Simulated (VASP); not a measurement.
Write the native input for VASP 6.6.1 that does the following.

| Property | Result |
| --- | --- |
| Task | relaxation of cell and atoms |
| Functional | PBE |
| Dispersion | D3(BJ) |
| Potentials or basis | VASP PAW PBE potentials, release 64 (Cd, Se) |
| Cutoff | 600 eV |
| k mesh | 8 × 8 × 8 |
| Occupations | gaussian, width 0.03 eV |
| Spin | no spin polarisation |
| Further INCAR settings | ALGO = Normal; EDIFF = 1e-07; IBRION = 2; EDIFFG = -0.005; NSW = 90; ISIF = 3 |

The structure of CdSe lies in POSCAR:

```
CdSe                                    
1.0
    0.0000000000      3.0608687289      3.0608687289
    3.0608687289      0.0000000000      3.0608687289
    3.0608687289      3.0608687289     -0.0000000000
  Cd              Se            
     1     1
Direct
     0.0000000000000000    0.0000000000000000    0.0000000000000000
     0.7500000000000000    0.7500000000000000    0.7500000000000000
```

Measurements of this composition are mostly on another form, of space group No. 186.

One way to write it, as run:

INCAR

```
SYSTEM = CdSe
ALGO = Normal
EDIFF = 1E-7
EDIFFG = -0.005
ENCUT = 600
GGA = PE
IBRION = 2
ISIF = 3
ISMEAR = 0
IVDW = 12
LASPH = .TRUE.
LCHARG = .FALSE.
LREAL = .FALSE.
LWAVE = .FALSE.
NELM = 80
NSW = 90
PREC = Accurate
SIGMA = 0.03
```

KPOINTS

```
k-points
0
G
  8 8 8
  0 0 0
```

Potentials or basis: VASP PAW PBE potentials, release 64 (Cd, Se).

Launch:

```bash
$ cat potpaw_PBE.64/Cd/POTCAR potpaw_PBE.64/Se/POTCAR > POTCAR
$ mpirun -np 1 vasp_std > vasp.out
```

It gave:

```yaml
Pressure_after_relaxing: 0.0 GPa
Band_gap_on_the_k_mesh: 0.57 eV, direct
Dispersion_energy_per_atom: -0.312 eV
```

Caveat: the relaxation stopped at its first step, so nothing moved.

Wall time 13 s on 1 thread of Intel(R) Xeon(R) 6975P-C (Granite Rapids), on a shared host, peak memory 0.22 GiB.
